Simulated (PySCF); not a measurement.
A species of formula C3H6O2 has this rotational fingerprint, computed with PySCF 2.14.0, PBE0-D3(BJ)/def2-SVP geometry optimisation, gas phase:

```
Rotational constants : A = 18062, B = 2917, C = 2596 MHz
Dipole components    : |μa| = 1.89 D, |μb| = 0.73 D, |μc| = 0.03 D
Inertial defect      : -6.53 u·Å²
κ                    : -0.96
```

Problem. Which candidate fits, each taken in the one conformer that was computed?
A. `[CH3:1][O:2][CH2:3][CH:4]=[O:5]` with C1–O2–C3–C4 -76°, O2–C3–C4–O5 162°
B. `[CH3:1][CH2:2][C:3](=[O:4])[OH:5]` with C1–C2–C3–O4 1°, C2–C3–O5–H 180° (propanoic acid)
C. `[CH3:1][O:2][C@H:3]1[CH2:4][O:5]1` with C1–O2–C3–C4 -147°
D. `[CH3:1][CH2:2][O:3][CH:4]=[O:5]` with C1–C2–O3–C4 175°, C2–O3–C4–O5 0°
E. `[OH:1][CH2:2][C@H:3]1[CH2:4][O:5]1` with H–O1–C2–C3 56°, O1–C2–C3–C4 -137° (glycidol)
F. `[CH3:1][O:2][C:3]([CH3:4])=[O:5]` with C1–O2–C3–C4 179°

Solution. D. It is CCOC=O, a near-prolate asymmetric top. The candidates at the same level (rigid rotor, commonest isotopes):

| SMILES | A (MHz) | B (MHz) | C (MHz) | μa (D) | μb (D) | μc (D) | Δ (u·Å²) | point group | rotor |
| --- | --- | --- | --- | --- | --- | --- | --- | --- | --- |
| CCC(=O)O | 10263 | 3846 | 2898 | 0.14 | 1.52 | 0.00 | -6.24 | Cs | asymmetric top |
| CO[C@H]1CO1 | 15214 | 3670 | 3312 | 0.57 | 0.59 | 0.99 | -18.31 | C1 | near-prolate asymmetric top |
| OC[C@H]1CO1 | 13991 | 3500 | 3134 | 1.34 | 1.39 | 0.18 | -19.26 | C1 | near-prolate asymmetric top |
| COC(C)=O | 10314 | 4207 | 3105 | 0.41 | 1.75 | 0.03 | -6.36 | near Cs | asymmetric top |
| COCC=O | 14312 | 2833 | 2604 | 1.92 | 0.21 | 0.14 | -19.65 | C1 | near-prolate asymmetric top |
| CCOC=O | 18062 | 2917 | 2596 | 1.89 | 0.73 | 0.03 | -6.53 | near Cs | near-prolate asymmetric top |

`COC(C)=O` has B 44 % too high; `CO[C@H]1CO1` has C 28 % too high; `COCC=O` has A 21 % too low; `OC[C@H]1CO1` has A 23 % too low; `CCC(=O)O` has A 43 % too low. No structure here is proved a minimum.
